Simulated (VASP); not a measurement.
Crystal: La2O3.

```xyz
5
Lattice="3.9380 0.0000 0.0000 -1.9690 3.4104 0.0000 0.0000 0.0000 6.1360" Properties=species:S:1:pos:R:3 pbc="T T T"
La    0.0000    2.2736    1.5058
La    1.9690    1.1368    4.6302
O     0.0000    2.2736    3.9706
O     1.9690    1.1368    2.1654
O     0.0000    0.0000    0.0000
```

The cell was built by a generator and needn't be a form met in nature.

Base run:

| Item | Value |
| --- | --- |
| Program | VASP 6.6.1 |
| Functional | LDA |
| Potentials or basis | VASP PAW LDA potentials, release 64 (La, O) |
| Cutoff | 520 eV |
| k mesh | 6 × 6 × 4 |
| Occupations | gaussian, width 0.05 eV |
| Spin | no spin polarisation |

Its results: band gap on the k mesh 3.74 eV, indirect (least direct gap 3.82 eV); electronic dielectric tensor (diagonal) 4.88, 4.88, 4.76.

Q: The run is repeated on the same cell with these changes: functional from LDA to PBE; potentials or basis from VASP PAW LDA potentials, release 64 (La, O) to VASP PAW PBE potentials, release 64 (La, O). What comes out?

A: Band gap on the k mesh 3.86 eV, indirect (least direct gap 3.98 eV); electronic dielectric tensor (diagonal) 4.82, 4.82, 4.69.

Caveats: spin-orbit coupling is left out, which moves the levels of the heavy elements.

A k mesh can miss the band edges.

Not every run made on this cell is shown here.
